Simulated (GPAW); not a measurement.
## Ga in GPAW: the effect of functional

Slab: Ga, a slab with vacuum.

```
Ga
1.0
     2.98511    0.00000    0.00000
     0.34371    2.96525    0.00000
     0.00000    0.00000   24.92778
Ga
6
Direct
  0.50000 0.50000 0.30087
  0.00000 0.00000 0.38052
  0.50000 0.50000 0.46017
  0.00000 0.00000 0.53983
  0.50000 0.50000 0.61948
  0.00000 0.00000 0.69913
```

The slab is cut from a database's or a generator's crystal, which needn't be the stable form of the element.

| Property | Result |
| --- | --- |
| Program | GPAW 26.7.0 |
| Cutoff | 450 eV |
| Basis | pw |
| k mesh | 9 × 9 × 1 |
| Occupations | fermi-dirac, width 0.05 eV |
| Spin | no spin polarisation |
| Task of each run | relaxation of the atoms |

The series moves functional from these settings.

```tsv
functional	work function top (eV)	work function bottom (eV)	dipole z (e·Å)
LDA	4.498	4.475	-0.00211
PBE	4.026	4.184	0.0067
PBEsol	4.258	4.292	0.00059
RPBE	3.846	4.065	0.00964
r2SCAN	?	?	?
```

Question: What does the run at r2SCAN give?

Answer: Work function top (eV) 4.345; work function bottom (eV) 4.386; dipole z (e·Å) 0.00088.

Caveat: later steps reuse the first step's grids.
